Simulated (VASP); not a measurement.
# Si (Fd-3m) in VASP: band structure with PBE

Aim: the band structure of Si with PBE.

All numbers are computed with VASP 6.6.1; they aren't measurements. Logs are shortened: lines on timing, memory, paths and dates and some standing lists are left out, and cuts for length are marked.

### 1 The crystal as given

The structure is cubic, space group Fd-3m (No. 227). Conventional cell: a = 5.427 Å, b = 5.427 Å, c = 5.427 Å, α = 90.00°, β = 90.00°, γ = 90.00°. Around Si (site symmetry -43m) lie 4 Si at 2.35 Å.

### 2 Band structure, PBE

Contents of POSCAR:

```
Si
1.0
    0.0000000000      2.7135600000      2.7135600000
    2.7135600000      0.0000000000      2.7135600000
    2.7135600000      2.7135600000      0.0000000000
Si
2
Direct
    0.7500000000      0.7500000000      0.7500000000
    0.5000000000      0.5000000000      0.5000000000
```

Contents of INCAR.step1:

```
ALGO     = Normal         # electronic algorithm
EDIFF    = 1E-6           # SCF threshold, eV
ENCUT    = 520            # plane-wave cutoff, eV
GGA      = PE             # functional
ISIF     = 2              # what is computed and relaxed
ISMEAR   = 0              # smearing method
LASPH    = T              # aspherical terms in the spheres
LCHARG   = T              # write CHGCAR
LREAL    = F              # projectors in reciprocal space
LWAVE    = F              # write WAVECAR
NELM     = 80             # most SCF steps
PREC     = Accurate       # precision mode
SIGMA    = 0.02           # smearing width, eV
```

Contents of KPOINTS.step1:

```
k-points
0
Gamma
  10 10 10
```

Contents of INCAR.step2:

```
ALGO     = Normal         # electronic algorithm
EDIFF    = 1E-6           # SCF threshold, eV
ENCUT    = 520            # plane-wave cutoff, eV
GGA      = PE             # functional
ICHARG   = 11             # starting density
ISIF     = 2              # what is computed and relaxed
ISMEAR   = 0              # smearing method
LASPH    = T              # aspherical terms in the spheres
LCHARG   = F              # write CHGCAR
LREAL    = F              # projectors in reciprocal space
LWAVE    = F              # write WAVECAR
NELM     = 80             # most SCF steps
PREC     = Accurate       # precision mode
SIGMA    = 0.05           # smearing width, eV
```

Contents of KPOINTS.step2:

```
path GXWKGLUWLK,UX
10
line-mode
reciprocal
 0.0000000000  0.0000000000  0.0000000000  G
 0.5000000000  0.0000000000  0.5000000000  X

 0.5000000000  0.0000000000  0.5000000000  X
 0.5000000000  0.2500000000  0.7500000000  W

 0.5000000000  0.2500000000  0.7500000000  W
 0.3750000000  0.3750000000  0.7500000000  K

 0.3750000000  0.3750000000  0.7500000000  K
 0.0000000000  0.0000000000  0.0000000000  G

 0.0000000000  0.0000000000  0.0000000000  G
 0.5000000000  0.5000000000  0.5000000000  L

 0.5000000000  0.5000000000  0.5000000000  L
 0.6250000000  0.2500000000  0.6250000000  U

 0.6250000000  0.2500000000  0.6250000000  U
 0.5000000000  0.2500000000  0.7500000000  W

 0.5000000000  0.2500000000  0.7500000000  W
 0.5000000000  0.5000000000  0.5000000000  L

 0.5000000000  0.5000000000  0.5000000000  L
 0.3750000000  0.3750000000  0.7500000000  K

 0.6250000000  0.2500000000  0.6250000000  U
 0.5000000000  0.0000000000  0.5000000000  X
```

Potentials or basis: VASP PAW PBE potentials, release 64 (Si).

The run is started by

```bash
$ cat potpaw_PBE.64/Si/POTCAR > POTCAR
$ cp INCAR.step1 INCAR
$ cp KPOINTS.step1 KPOINTS
$ mpirun -np 1 vasp_std > vasp.out
$ cp INCAR.step2 INCAR
$ cp KPOINTS.step2 KPOINTS
$ mpirun -np 1 vasp_std > vasp.out
```

OUTCAR:

```text
EDIFF = 1E-6
   ENCUT = 520
   GGA = PE
   ICHARG = 11
   ISIF = 2
   ISMEAR = 0
   LASPH = T
   LREAL = F
   NELM = 80
   PREC = Accurate

 ion  position               nearest neighbor table
   1  0.750  0.750  0.750-   2 2.35   2 2.35   2 2.35   2 2.35
   2  0.500  0.500  0.500-   1 2.35   1 2.35   1 2.35   1 2.35

  LATTYP: Found a face centered cubic cell.
 ALAT       =     5.4271200000

  Lattice vectors:

 A1 = (   0.0000000000,   2.7135600000,   2.7135600000)
 A2 = (   2.7135600000,   0.0000000000,   2.7135600000)
 A3 = (   2.7135600000,   2.7135600000,   0.0000000000)

Analysis of symmetry for initial positions (statically):
=====================================================================
 Subroutine PRICEL returns:
 Original cell was already a primitive cell.

 Routine SETGRP: Setting up the symmetry group for a
 face centered cubic supercell.

 Subroutine GETGRP returns: Found 48 space group operations
 (whereof 24 operations were pure point group operations)
 out of a pool of 48 trial point group operations.

The static configuration has the point symmetry T_d .
 The point group associated with its full space group is O_h .

Analysis of symmetry for dynamics (positions and initial velocities):
=====================================================================
 Subroutine PRICEL returns:
 Original cell was already a primitive cell.

 Routine SETGRP: Setting up the symmetry group for a
 face centered cubic supercell.

 Subroutine GETGRP returns: Found 48 space group operations
 (whereof 24 operations were pure point group operations)
 out of a pool of 48 trial point group operations.

The dynamic configuration has the point symmetry T_d .
 The point group associated with its full space group is O_h .

 Subroutine INISYM returns: Found 48 space group operations
 (whereof 24 operations are pure point group operations),
 and found     1 'primitive' translations

----------------------------------------------------------------------------------------

                                     Primitive cell

  volume of cell :      39.9621

  direct lattice vectors                    reciprocal lattice vectors
     0.000000000  2.713560000  2.713560000    -0.184259792  0.184259792  0.184259792
     2.713560000  0.000000000  2.713560000     0.184259792 -0.184259792  0.184259792
     2.713560000  2.713560000  0.000000000     0.184259792  0.184259792 -0.184259792

  length of vectors
     3.837553354  3.837553354  3.837553354     0.319147321  0.319147321  0.319147321

  position of ions in fractional coordinates (direct lattice)
     0.750000000  0.750000000  0.750000000
     0.500000000  0.500000000  0.500000000

  ion indices of the primitive-cell ions
   primitive index   ion index
                 1           1
                 2           2

----------------------------------------------------------------------------------------

 KPOINTS: path GXWKGLUWLK,UX

Interpolating k-points between supplied coordinates.

 Line segments in fractional coordinates (reciprocal lattice):
    0.000000  0.000000  0.000000  ...  0.500000  0.000000  0.500000
    0.500000  0.000000  0.500000  ...  0.500000  0.250000  0.750000
    0.500000  0.250000  0.750000  ...  0.375000  0.375000  0.750000
    0.375000  0.375000  0.750000  ...  0.000000  0.000000  0.000000
    0.000000  0.000000  0.000000  ...  0.500000  0.500000  0.500000
    0.500000  0.500000  0.500000  ...  0.625000  0.250000  0.625000
    0.625000  0.250000  0.625000  ...  0.500000  0.250000  0.750000
    0.500000  0.250000  0.750000  ...  0.500000  0.500000  0.500000
    0.500000  0.500000  0.500000  ...  0.375000  0.375000  0.750000
    0.625000  0.250000  0.625000  ...  0.500000  0.000000  0.500000

 Generated    10 points on each line segment, for a total of    100 k-points:

 Following reciprocal coordinates:
            Coordinates               Weight
  0.000000  0.000000  0.000000      0.010000
  0.055556  0.000000  0.055556      0.010000
  0.111111  0.000000  0.111111      0.010000
  0.166667  0.000000  0.166667      0.010000
  0.222222  0.000000  0.222222      0.010000
  0.277778  0.000000  0.277778      0.010000
[... 16 lines left out ...]
  0.472222  0.277778  0.750000      0.010000
  0.458333  0.291667  0.750000      0.010000
 [... further k-points ...]
   k-points           NKPTS =    100   k-points in BZ     NKDIM =    100   number of bands    NBANDS=      8
   number of dos      NEDOS =    301   number of ions     NIONS =      2
   total plane-waves  NPLWV =  27000
   dimension x,y,z NGX =    30 NGY =   30 NGZ =   30
   dimension x,y,z NGXF=    60 NGYF=   60 NGZF=   60
   ions per type =               2
   NGX,Y,Z   is equivalent  to a cutoff of  13.00, 13.00, 13.00 a.u.
   NGXF,Y,Z  is equivalent  to a cutoff of  25.99, 25.99, 25.99 a.u.
 SYSTEM =  unknown system
   PREC   = accura    normal or accurate (medium, high low for compatibility)
   ISTART =      0    job   : 0-new  1-cont  2-samecut
   ICHARG =     11    charge: 1-file 2-atom 10-const
   ISPIN  =      1    spin polarized calculation?
   LNONCOLLINEAR =      F non collinear calculations
   LSORBIT =      F    spin-orbit coupling
   LASPH  =      T    aspherical Exc in radial PAW
   ENCUT  =  520.0 eV  38.22 Ry    6.18 a.u.   7.14  7.14  7.14*2*pi/ulx,y,z
   NELM   =     80;   NELMIN=  2; NELMDL=  0     # of ELM steps
   EDIFF  = 0.1E-05   stopping-criterion for ELM
   LREAL  =      F    real-space projection
   EDIFFG = 0.1E-04   stopping-criterion for IOM
   NSW    =      0    number of steps for IOM
   IBRION =     -1    ionic relax: 0-MD 1-quasi-New 2-CG
   NFREE  =      0    steps in history (QN), initial steepest desc. (CG)
   ISIF   =      2    stress and relaxation
   ISYM   =      2    0-nonsym 1-usesym 2-fastsym
   POTIM  = 0.5000    time-step for ionic-motion
   TEBEG  =    0.0;   TEEND  =   0.0 temperature during run
   PSTRESS=    0.0 pullay stress
   NELECT =       8.0000    total number of electrons
   NUPDOWN=      -1.0000    fix difference up-down
   EMIN   =  10.00;   EMAX   =-10.00  energy-range for DOS
   EFERMI =   0.00;   METHOD = LEGACY
   ISMEAR =     0;   SIGMA  =   0.05  broadening in eV -4-tet -1-fermi 0-gaus
   EFERMI_NEDOS =   21; number of points for ismear=-14 and -15
   IALGO  =     38    algorithm
   IMIX   =      4    mixing-type and parameters
     AMIX     =   0.40;   BMIX     =  1.00
     AMIX_MAG =   1.60;   BMIX_MAG =  1.00
  volume/ion in A,a.u.               =      19.98       134.84
  Fermi-wavevector in a.u.,A,eV,Ry     =   0.957684  1.809760 12.478691  0.917158
  Thomas-Fermi vector in A             =   2.086724
   LORBIT       =      0    0 simple, 1 ext, 2 COOP (PROOUT), +10 PAW based schemes
   GGA     = PE    functional components
   LHFCALC =     F    Hartree Fock is set to
   AEXX    =    0.0000 exact exchange contribution
   IVDW    =     0    specifies the selected vdW correction
   LEPSILON=     F    determine dielectric tensor
   LRPA    =     F    only Hartree local field effects (RPA)
 non-spin polarized calculation
 Gauss-broadening in eV      SIGMA  =   0.05
  energy-cutoff  :      520.00
  volume of cell :       39.96
 maximum number of plane-waves:      1092
 NGX is ok and might be reduce to    30

 number of electron       8.0000000 magnetization

 Free energy of the ion-electron system (eV)
  ---------------------------------------------------
  ext. energy  EPLUGINS =         0.00000000
  ---------------------------------------------------
  free energy    TOTEN  =       -11.00249343 eV

  energy without entropy =      -11.00249343  energy(sigma->0) =      -11.00249343

 E-fermi :   6.0754     XC(G=0):  -9.4167

 val. band max:        5.8460364043   @ k =   0.0000   0.0000   0.0000
 cond. band min:       6.4267527192   @ k =   0.4444   0.0000   0.4444
 fundamental gap:      0.5807163149
 Fermi energy:         6.0753660450

 k-point     1 :       0.0000    0.0000    0.0000
  band No.  band energies     occupation
      1      -6.1250      2.00000
      2       5.8460      2.00000
      3       5.8460      2.00000
      4       5.8460      2.00000
      5       8.4125      0.00000
      6       8.4125      0.00000
      7       8.4125      0.00000
      8       9.2428      0.00000

 k-point     2 :       0.0556    0.0000    0.0556
  band No.  band energies     occupation
      1      -6.0708      2.00000
      2       5.5080      2.00000
      3       5.6329      2.00000
      4       5.6329      2.00000
      5       8.2833      0.00000
      6       8.6922      0.00000
      7       8.6922      0.00000
      8       9.5674      0.00000

 k-point     3 :       0.1111    0.0000    0.1111
  band No.  band energies     occupation
      1      -5.9088      2.00000
      2       4.7391      2.00000
      3       5.1676      2.00000
      4       5.1676      2.00000
      5       7.9578      0.00000
      6       9.3557      0.00000
      7       9.3557      0.00000
      8      10.1716      0.00000

 k-point     4 :       0.1667    0.0000    0.1667
  band No.  band energies     occupation
      1      -5.6400      2.00000
      2       3.8121      2.00000
      3       4.6523      2.00000
      4       4.6523      2.00000
      5       7.5521      0.00000
      6      10.1587      0.00000
      7      10.1967      0.00000
      8      10.1967      0.00000

 k-point     5 :       0.2222    0.0000    0.2222
  band No.  band energies     occupation
      1      -5.2664      2.00000
      2       2.8308      2.00000
      3       4.1713      2.00000
      4       4.1713      2.00000
      5       7.1545      0.00000
      6       9.4060      0.00000
      7      11.1255      0.00000
      8      11.1255      0.00000
[... 177 lines left out ...]
 k-point    22 :       0.4861    0.2639    0.7500
  band No.  band energies     occupation
      1      -1.9296      2.00000
      2      -1.6925      2.00000
      3       1.8969      2.00000
      4       2.1044      2.00000
      5       9.8021      0.00000
      6      10.1663      0.00000
      7      10.9846      0.00000
      8      11.0205      0.00000

 k-point    23 :       0.4722    0.2778    0.7500
  band No.  band energies     occupation
      1      -2.0365      2.00000
      2      -1.5994      2.00000
      3       1.8147      2.00000
      4       2.2569      2.00000
      5       9.3275      0.00000
      6      10.1579      0.00000
      7      11.2633      0.00000
      8      11.3088      0.00000

 k-point    24 :       0.4583    0.2917    0.7500
  band No.  band energies     occupation
      1      -2.1293      2.00000
      2      -1.5276      2.00000
      3       1.7426      2.00000
      4       2.4404      2.00000
      5       8.8442      0.00000
      6      10.1249      0.00000
      7      11.5500      0.00000
      8      11.6813      0.00000

 [... further k-points ...]
[... 5 lines left out ...]
  --------------------------------------------------------------------------------------
  -------------------------------------------------------------------------------------
  Total        0.3444911      0.3444911      0.3444911      0.0000000     -0.0000000     -0.0000000
  in kB       13.8114809     13.8114809     13.8114809      0.0000000     -0.0000000     -0.0000000
  external PRESSURE =      13.8114809 kB  Pullay stress =       0.0000000 kB

 VOLUME and BASIS-vectors are now :
 -----------------------------------------------------------------------------
  energy-cutoff  :      520.00
  volume of cell :       39.96
      direct lattice vectors                 reciprocal lattice vectors
     0.000000000  2.713560000  2.713560000    -0.184259792  0.184259792  0.184259792
     2.713560000  0.000000000  2.713560000     0.184259792 -0.184259792  0.184259792
     2.713560000  2.713560000  0.000000000     0.184259792  0.184259792 -0.184259792

 POSITION                                       TOTAL-FORCE (eV/Angst)
 -----------------------------------------------------------------------------------
      4.07034      4.07034      4.07034        -0.000000     -0.000000     -0.000000
      2.71356      2.71356      2.71356         0.000000      0.000000      0.000000
 -----------------------------------------------------------------------------------
    total drift:                                0.000000     -0.000000     -0.000000

  FREE ENERGIE OF THE ION-ELECTRON SYSTEM (eV)
  ---------------------------------------------------
  free  energy   TOTEN  =       -11.0024934275 eV

  energy  without entropy=      -11.0024934275  energy(sigma->0) =      -11.00249343
```

Wall time 29 s (1 thread of Intel Xeon Platinum 8488C (Sapphire Rapids), shared host); peak memory 0.16 GiB.

Results:

* Band gap on the k mesh: 0.58 eV, indirect (least direct gap 2.57 eV)
* Band gap along the path: 0.58 eV, indirect (least direct gap 2.57 eV)

Levels at the corners of the path, in eV from the valence-band top:
| point | band 1 | band 2 | band 3 | band 4 | band 5 | band 6 | band 7 | band 8 |
| --- | --- | --- | --- | --- | --- | --- | --- | --- |
| Γ | -11.97 | 0.00 | 0.00 | 0.00 | 2.57 | 2.57 | 2.57 | 3.40 |
| X | -7.82 | -7.82 | -2.85 | -2.85 | 0.71 | 0.71 | 10.13 | 10.14 |
| X | -7.82 | -7.82 | -2.85 | -2.85 | 0.71 | 0.71 | 10.13 | 10.13 |
| W | -7.65 | -7.65 | -3.86 | -3.86 | 4.27 | 4.27 | 5.01 | 5.01 |
| W | -7.65 | -7.65 | -3.86 | -3.86 | 4.27 | 4.27 | 5.01 | 5.01 |
| K | -8.23 | -7.23 | -4.31 | -2.43 | 1.20 | 4.13 | 7.48 | 8.02 |
| K | -8.23 | -7.23 | -4.31 | -2.43 | 1.20 | 4.13 | 7.48 | 8.02 |
| Γ | -11.97 | 0.00 | 0.00 | 0.00 | 2.57 | 2.57 | 2.57 | 3.40 |
| Γ | -11.97 | 0.00 | 0.00 | 0.00 | 2.57 | 2.57 | 2.57 | 3.40 |
| L | -9.63 | -6.97 | -1.20 | -1.20 | 1.55 | 3.34 | 3.34 | 7.73 |
| L | -9.63 | -6.97 | -1.20 | -1.20 | 1.55 | 3.34 | 3.34 | 7.73 |
| U | -8.23 | -7.23 | -4.31 | -2.43 | 1.20 | 4.13 | 7.48 | 8.02 |
| U | -8.23 | -7.23 | -4.31 | -2.43 | 1.20 | 4.13 | 7.48 | 8.02 |
| W | -7.65 | -7.65 | -3.86 | -3.86 | 4.27 | 4.27 | 5.01 | 5.01 |
| W | -7.65 | -7.65 | -3.86 | -3.86 | 4.27 | 4.27 | 5.01 | 5.01 |
| L | -9.63 | -6.97 | -1.20 | -1.20 | 1.55 | 3.34 | 3.34 | 7.73 |
| L | -9.63 | -6.97 | -1.20 | -1.20 | 1.55 | 3.34 | 3.34 | 7.73 |
| K | -8.23 | -7.23 | -4.31 | -2.43 | 1.20 | 4.13 | 7.48 | 8.02 |
| U | -8.23 | -7.23 | -4.31 | -2.43 | 1.20 | 4.13 | 7.48 | 8.03 |
| X | -7.82 | -7.82 | -2.85 | -2.85 | 0.71 | 0.71 | 10.13 | 10.15 |

Caveat: the log is that of the step along the path at fixed density, whose energy, stress, charges and moments have no meaning. A hybrid or GW would open this gap; PBE tends to underestimate it.
